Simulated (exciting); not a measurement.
Consider ZnSe (Stilleite), space group F-43m.

```
Se Zn
1.0
     0.00000    2.83380    2.83380
     2.83380    0.00000    2.83380
     2.83380    2.83380    0.00000
Se Zn
1 1
Direct
  0.75000 0.75000 0.75000
  0.00000 0.00000 0.00000
```

Absorber: atom 1, with 4 Zn at 2.45 Å (tetrahedral, site symmetry -43m). Method: exciting, all-electron LAPW+lo, PBE, exchange and screened direct term (singlet BSE), 5×5×5 shifted k points, 18 conduction bands, |G+q| up to 3 bohr⁻¹, full RPA screening with nempty = 40, Lorentzian half width 1.17 eV.

What does the Se K spectrum look like, and is there a bound core exciton?

Bound core exciton? Undecided on this mesh: the first bright state (over 5 % of the brightest) lies at 0.30 eV from the Kohn–Sham onset and at -0.39 eV from the lowest bare transition of its own mesh. Maxima (height): 1.8 eV (1.00) and 16.1 eV (0.45).

Energy from the Kohn–Sham onset, core level to the lowest empty state found on the meshes used; Im ε in relative units:

| E (eV) | Im ε |
| --- | --- |
| -8.5 | 0.03 |
| -8.0 | 0.03 |
| -7.5 | 0.03 |
| -7.0 | 0.03 |
| -6.5 | 0.04 |
| -6.0 | 0.04 |
| -5.5 | 0.05 |
| -5.0 | 0.05 |
| -4.5 | 0.06 |
| -4.0 | 0.07 |
| -3.5 | 0.08 |
| -3.0 | 0.09 |
| -2.5 | 0.11 |
| -2.0 | 0.14 |
| -1.5 | 0.17 |
| -1.0 | 0.22 |
| -0.5 | 0.30 |
| 0.0 | 0.43 |
| 0.5 | 0.61 |
| 1.0 | 0.82 |
| 1.5 | 0.97 |
| 2.0 | 0.99 |
| 2.5 | 0.95 |
| 3.0 | 0.91 |
| 3.5 | 0.90 |
| 4.0 | 0.89 |
| 4.5 | 0.87 |
| 5.0 | 0.84 |
| 5.5 | 0.82 |
| 6.0 | 0.78 |
| 6.5 | 0.74 |
| 7.0 | 0.70 |
| 7.5 | 0.65 |
| 8.0 | 0.62 |
| 8.5 | 0.58 |
| 9.0 | 0.54 |
| 9.5 | 0.47 |
| 10.0 | 0.41 |
| 10.5 | 0.38 |
| 11.0 | 0.38 |
| 11.5 | 0.39 |
| 12.0 | 0.40 |
| 12.5 | 0.42 |
| 13.0 | 0.44 |
| 13.5 | 0.45 |
| 14.0 | 0.45 |
| 14.5 | 0.45 |
| 15.0 | 0.45 |
| 15.5 | 0.45 |
| 16.0 | 0.45 |
| 16.5 | 0.45 |
| 17.0 | 0.44 |
| 17.5 | 0.41 |
| 18.0 | 0.39 |
| 18.5 | 0.37 |
| 19.0 | 0.35 |
| 19.5 | 0.34 |
| 20.0 | 0.34 |

With 125 k points the binding energies are rough. The kernel cutoff is low for a compact core orbital, so the effect of exchange is a lower bound. The zero comes from the unshifted 4×4×4 ground-state mesh; it is exact only where the band minimum lies on that mesh. The structure is a published determination, not relaxed.

[Banner, clock and machine lines of the logs are left out without a mark of their own.]

[Logs are printed without paths, hosts, clocks, repeated set-up lines and the standing remarks that a program may print on its own settings, such as how far it seeks lower states.]

[Hosts, paths, dates, database ids (printed as entryN), source tags and the programs' standing remarks are cut or masked in the printed files.]
